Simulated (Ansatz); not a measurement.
# Several inputs for HfO2

Cell: an entry of the Crystallography Open Database (COD), atoms as given.

Space group P2_1/c (No. 14); a = 5.1180, b = 5.1857, c = 5.2841 Å, β = 99.35°.

```csv
site,Wyckoff,site symmetry,x,y,z
Hf,4e,1,0.2755,0.0397,0.2080
O5,4e,1,0.4487,0.7581,0.4801
O9,4e,1,0.0742,0.3316,0.3467
```

One atom of each set is listed.

Reference run. All values are calculated (Ansatz; DFT, PBE, plane waves and PAW, scalar-relativistic, 420 eV cutoff, Γ-centred 6×6×6 k-points, Fermi–Dirac smearing 0.02 eV), not measured.

It gives V_zz (10²¹ V/m²) Hf 12.08 (η 0.54), O9 1.25 (η 0.74), among others. Each of these runs changes the input as listed (caps on SCF iterations aside):

A. basis.ecutwfc: not typed → 250 eV; scf.occupations.method: fermi_dirac → cold; scf.occupations.width: 0.02 → 0.01; scf.convergence.dr2_threshold: not typed → 1e-09
B. scf.n_extra_bands: not typed → 2

Q: How does each run end, and how far do the gradients move?

A: 

| run | Hf V_zz (η) | O9 V_zz (η) | largest change of a gradient tensor, all atoms | note |
| --- | --- | --- | --- | --- |
| A | 11.55 (0.59) | 1.07 (0.67) | 0.90 | converged; cutoff below the recommended one |
| B | 12.08 (0.54) | 1.25 (0.74) | 0.00 | converged |

Run A moves them most, on Hf (V_zz from 12.08 to 11.55); against its own size the tensor moves most on O5 among sites above 0.3 (by 0.17, V_zz from 1.02 to 0.90).

Run A changes basis.ecutwfc, scf.convergence.dr2_threshold together, so the table can't tell their shares apart.

On the reference run: At this cell the PBE pressure is 6 GPa, so with PBE the cell would grow if it were relaxed. The largest force is 0.5 eV/Å, so the atoms aren't at the calculated equilibrium and relaxing them would move these values. Without spin–orbit coupling the gradients at and beside Hf can be off by some per cent, at some sites by more.
